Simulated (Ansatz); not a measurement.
## A Si vacancy next to a Si vacancy in diamond Si, 62 atoms, charge +1

All numbers come from Ansatz (PAW, plane waves, no spin–orbit coupling) at the single k point (¼, ¼, ¼) without its symmetry partners. The atoms were relaxed with PBEsol in a fixed cell; other functionals are single points on those atoms unless said otherwise. The valence top and gap of the host come from its small cell on a dense mesh, with the band extrema sought between the mesh points, lined up by the mean potential, PBEsol gap 0.46 eV, r²SCAN gap 0.76 eV. The charge correction uses an assumed dielectric constant of 11.7.

Relaxed structure:

```
Si
1.0
    10.86558    0.00000    0.00000
     0.00000   10.86558    0.00000
     0.00000    0.00000   10.86558
Si
62
Direct
  0.00037 0.00059 0.99975
  0.99996 0.00003 0.49894
  0.99923 0.50003 0.00133
  0.99991 0.50001 0.49971
  0.50005 0.99933 0.00148
  0.49969 0.00009 0.49967
  0.49895 0.49920 0.00144
  0.12398 0.12381 0.12611
  0.12455 0.12468 0.62547
  0.12682 0.62438 0.12654
  0.12793 0.62374 0.62333
  0.62420 0.12715 0.12678
  0.62384 0.12771 0.62341
  0.62774 0.62766 0.12005
  0.24701 0.24703 0.99697
  0.24947 0.24966 0.50013
  0.25274 0.74980 0.99876
  0.26451 0.73504 0.49766
  0.74961 0.25285 0.99880
  0.73477 0.26444 0.49751
  0.75425 0.75438 0.99971
  0.74948 0.74947 0.50770
  0.37141 0.37141 0.12125
  0.37726 0.37709 0.61815
  0.37578 0.87184 0.12725
  0.38295 0.86647 0.62328
  0.87185 0.37565 0.12726
  0.86639 0.38281 0.62300
  0.87686 0.87704 0.12796
  0.87592 0.87576 0.62708
  0.24978 0.99770 0.25029
  0.25339 0.99611 0.74857
  0.25185 0.49579 0.25067
  0.25239 0.49822 0.74722
  0.75033 0.00049 0.25285
  0.75113 0.00424 0.74854
  0.74334 0.50214 0.25155
  0.74472 0.51367 0.74996
  0.37307 0.12404 0.37489
  0.37493 0.12353 0.87362
  0.39565 0.59907 0.37578
  0.37929 0.62257 0.87121
  0.86893 0.13083 0.37753
  0.87506 0.12710 0.87550
  0.87076 0.62349 0.37825
  0.87742 0.62913 0.87441
  0.99779 0.24960 0.25015
  0.99600 0.25345 0.74860
  0.00037 0.75053 0.25281
  0.00456 0.75104 0.74853
  0.49595 0.25241 0.25108
  0.49818 0.25212 0.74730
  0.50226 0.74340 0.25150
  0.51418 0.74436 0.74950
  0.12367 0.37321 0.37497
  0.12361 0.37489 0.87355
  0.13074 0.86904 0.37754
  0.12699 0.87529 0.87552
  0.59817 0.39678 0.37675
  0.62223 0.37932 0.87142
  0.62342 0.87095 0.37844
  0.62885 0.87739 0.87431
```

Chemical potentials μ are those of reference phases of the elements at zero temperature by the same functional (the usual solids, diamond for C, grey Sn, and the molecules H2, N2, O2, F2, Cl2, Br2 and S8).

| functional | E(defect) − E(host) − Σ nμ + q·E_VBM (eV) | monopole (eV) | alignment (eV) | formation energy at E_F = VBM (eV) | moment (μB) | wall time, shared host |
| --- | --- | --- | --- | --- | --- | --- |
| PBEsol | 5.24 | 0.16 | -0.30 | 5.10 | 1.0 | 2.1 min on NVIDIA H100 (relaxation) |
| r²SCAN | 5.59 | 0.16 | -0.30 | 5.45 | 1.0 | 55 s on NVIDIA H100 |

(1) How does the monopole term follow by hand for this cubic cell?

r²SCAN one-electron levels near the gap (the ten most localised at most), from the host's valence top, not corrected for the charge's images:

| level (eV) | spin | filling | atoms sharing it | element of the atom with most weight |
| --- | --- | --- | --- | --- |
| 0.14 | up | 1.00 | 10.7 | Si |
| 0.49 | up | 0.00 | 10.2 | Si |
| 0.55 | down | 0.00 | 8.1 | Si |
| 0.56 | up | 0.00 | 10.1 | Si |
| 0.57 | down | 0.00 | 9.5 | Si |
| 0.76 | up | 0.00 | 12.1 | Si |
| 0.80 | down | 0.00 | 11.2 | Si |
| 0.96 | down | 0.00 | 7.8 | Si |

One k point and a cell of this size can leave errors of several tenths of an eV in such numbers.

Results:

(1) q²·α·e²/(4πε₀)/(2εL) with the Madelung constant α = 2.837 and e²/4πε₀ = 14.40 eV·Å: 1 × 2.837 × 14.40 / (2 × 11.7 × 10.866) = 0.16 eV.
